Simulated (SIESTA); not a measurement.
W in SIESTA: convergence with Tolerance

Crystal: W.

```
W
1.0
     0.01192    2.00823    2.03186
     2.02971    0.01106    2.03272
     2.05415    2.03352   -0.01337
W
1
Cartesian
  0.0111 0.0150 -0.0317
```

The cell isn't the ideal one: cell strained at random at fixed volume.

| Item | Value |
| --- | --- |
| Program | SIESTA 5.4.2 |
| Task | single point |
| Functional | LDA |
| Potentials or basis | PseudoDojo 0.4 standard (LDA files) |
| Basis | DZP (energy shift 0.003 Ry; two zetas on semicore shells) |
| Grid cutoff | 800 Ry |
| Energy shift | 0.003 Ry |
| k mesh | 8 × 8 × 8 |
| Occupations | fermi-dirac, width 0.05 eV |
| Spin | no spin polarisation |

These are the settings of the first run; the series varies Tolerance, with any setting tied to it.

Hardware: 1 thread of AMD EPYC 9R45 96-Core Processor (Zen 5), on a shared host.

| Tolerance | energy less the tightest run, at zero smearing (meV/atom) | SCF cycles | CPU time (s) | peak memory (GiB) |
| --- | --- | --- | --- | --- |
| 0.1 | 0.00 | 4 | 10 | 0.24 |
| 0.01 | 0.00 | 4 | 10 | 0.24 |
| 0.001 | 0.00 | 7 | 14 | 0.24 |
| 0.0001 | 0.00 | 8 | 15 | 0.24 |
| 1e-05 | 0.00 | 9 | 16 | 0.24 |
| 1e-06 | 0.00 | 10 | 17 | 0.24 |

Against the tightest run, the energy stays within 1 meV/atom from 0.1 on. The tightest run that finished is the yardstick and may itself not be fully converged.

Caveat, for the tightest run too: the basis of atomic orbitals isn't converged, which shifts pressures, moduli and gaps. Spin-orbit coupling is left out, which matters for the levels of W.
